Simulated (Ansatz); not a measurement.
## Computed properties of CuCl

```xyz
2
Lattice="0.0000 2.7101 2.7101 2.7101 0.0000 2.7101 2.7101 2.7101 0.0000" Properties=species:S:1:pos:R:3 pbc="T T T"
Cu    0.0000    0.0000    0.0000
Cl    4.0652    4.0652    4.0652
```

Atoms are numbered in the order listed.

The cell is COD entry 9013925, as deposited and not checked against the literature; nothing was relaxed.

Methods: DFT, PBE, all-electron LAPW, scalar-relativistic (Ansatz 0.2.0); DFT, PBE, PAW with Ansatz's default frozen-core files, scalar-relativistic (Ansatz 0.2.0).

For LAPW: a Γ-centred 13×13×13 k mesh, Fermi–Dirac smearing of 0.05 eV, basis error target 0.25 meV/atom, no spin polarisation. PAW takes a cutoff of 420 eV at this cell. The Ansatz runs share mesh, smearing and spin set-up. Values come from LAPW unless marked.

- Pressure at this cell: 1.4 kbar
- Band gap: 0.53 eV, direct at Γ
- Löwdin charges (with 0.15 e of the cell spilling out of the atomic basis, so their sizes and signs hang on that basis): Cu1 0.59, Cl2 -0.44 e
- Bader charges (from the PAW run): Cu1 +0.60, Cl2 -0.60 e
- Volume per atom: 19.90 Å³
